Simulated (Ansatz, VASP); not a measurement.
## Two plane-wave programs on BaTiO3

Contents of INCAR:

```
SYSTEM = BaTiO3
PREC     = Accurate       ! precision mode
ENCUT    = 520            ! plane-wave cutoff, eV
EDIFF    = 1E-8           ! SCF threshold, eV
ISMEAR   = 0              ! smearing method
SIGMA    = 0.02           ! smearing width, eV
LREAL    = .False.        ! projectors in reciprocal space
LASPH    = .True.         ! aspherical terms in the spheres
NELM     = 60             ! most SCF steps
ALGO     = Normal         ! electronic algorithm
ISIF     = 2              ! what is computed and relaxed
LWAVE    = .False.        ! write WAVECAR
LCHARG   = .False.        ! write CHGCAR
GGA      = PE             ! functional
LEFG     = .True.
```

KPOINTS

```
regular mesh
0
Gamma
  7 7 7
  0 0 0
```

The input POSCAR:

```
BaTiO3
1.0
    3.9998000000      0.0000000000      0.0000000000
    0.0000000000      3.9998000000      0.0000000000
    0.0000000000      0.0000000000      4.0180000000
Ba Ti O
1 1 3
Direct
    0.0000000000      0.0000000000      0.0000000000
    0.5000000000      0.5000000000      0.4900000000
    0.0000000000      0.5000000000      0.5170000000
    0.5000000000      0.0000000000      0.5170000000
    0.5000000000      0.5000000000      0.0190000000
```

The input input.yaml:

```yaml
crystal:
  lattice:
    - [3.9998, 0.0, 0.0]
    - [0.0, 3.9998, 0.0]
    - [0.0, 0.0, 4.018]
  atoms:
    - { symbol: Ba, position: [0.0, 0.0, 0.0] }
    - { symbol: Ti, position: [0.5, 0.5, 0.49] }
    - { symbol: O, position: [0.0, 0.5, 0.517] }
    - { symbol: O, position: [0.5, 0.0, 0.517] }
    - { symbol: O, position: [0.5, 0.5, 0.019] }
hamiltonian:
  xc: pbe
  pseudopotentials: { kind: paw }
kpoints:
  mp_grid: { grid: [7, 7, 7] }
scf:
  occupations: { method: gaussian, width: 0.02 }
output:
  forces: true
  stress: true
  eigenvalues: true
  write_density: true
  write_potential: true
  elf: true
  volumetric_format: npy
```

Alike in both runs: functional PBE; k mesh 7 × 7 × 7; occupations gaussian, width 0.02 eV; no spin polarisation.

```csv
,VASP,Ansatz
version,VASP 6.6.1,Ansatz 0.2.0
potentials or method,"VASP PAW PBE potentials, release 64 (Ba_sv, Ti_sv, O)",Ansatz PAW
plane-wave cutoff (eV),520,420
valence electrons in the cell,40,40
task,electric field gradients,single point
```

VASP gave:

| Item | Value |
| --- | --- |
| gap on the k mesh at the Fermi level (eV) | 1.87 |
| least direct gap on the mesh (eV) | 2.06 |
| pressure (GPa) | 4.2 |
| largest component of the traceless stress (GPa) | 0.62 |
| rms of the force components (eV/Å) | 0.090 |

What did Ansatz give for the same quantities?

gap on the k mesh at the Fermi level (eV): 1.93; least direct gap on the mesh (eV): 2.09; pressure (GPa): 2.4; largest component of the traceless stress (GPa): 0.59; rms of the force components (eV/Å): 0.097.

Atom by atom the forces differ by 0.017 eV/Å (rms over components). The functional is the same, so the differences come from potentials, cutoffs and numerics.

Caveats: spin-orbit coupling is left out, which moves the levels of the heavy elements; an odd mesh through Γ misses points on the zone boundary, where band edges often lie (VASP); odd divisions of the mesh miss points on the zone boundary, where band edges often lie, so the gap on the mesh can be too wide (Ansatz); the pressure holds a Pulay correction of +0.5 GPa for the finite cutoff (Ansatz). PBE gaps usually lie below the measured ones, often by a third to a half.
